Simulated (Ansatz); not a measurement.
The system is WS2, a slab with vacuum.

```
W S
1.0
     3.18321    0.00000    0.00000
    -1.59160    2.75674    0.00000
     0.00000    0.00000   23.66876
W S
2 4
Cartesian
  1.5916 0.9189 8.5842
  0.0000 1.8378 15.0845
  1.5916 0.9189 16.6435
  0.0000 1.8378 10.1434
  1.5916 0.9189 13.5253
  0.0000 1.8378 7.0253
```

Base run:

* Program: Ansatz 0.2.0
* Functional: r2SCAN
* Potentials or basis: Ansatz PAW
* Cutoff: 500 eV
* Density cutoff: 2000 eV
* k mesh: 12 × 12 × 2
* Occupations: fixed
* Spin: no spin polarisation

Its results: band gap on the k mesh 1.56 eV, indirect (least direct gap 1.89 eV); largest force 0.012 eV/Å.

**Question.** The run is repeated on the same cell with these changes: functional from r2SCAN to LDA; cutoff from 500 eV to 420 eV; density cutoff from 2000 eV to 1680 eV; level from r2scan to lda. What comes out?

**Answer.** Band gap on the k mesh 1.43 eV, indirect (least direct gap 1.75 eV); largest force 0.393 eV/Å.

Caveats: spin-orbit coupling is left out, which moves the levels of the heavy elements; the PAW data sets come from PBE, with cores solved anew for the run's functional, which leaves a small shift of forces and pressure.

Not every run made on this cell is shown here.
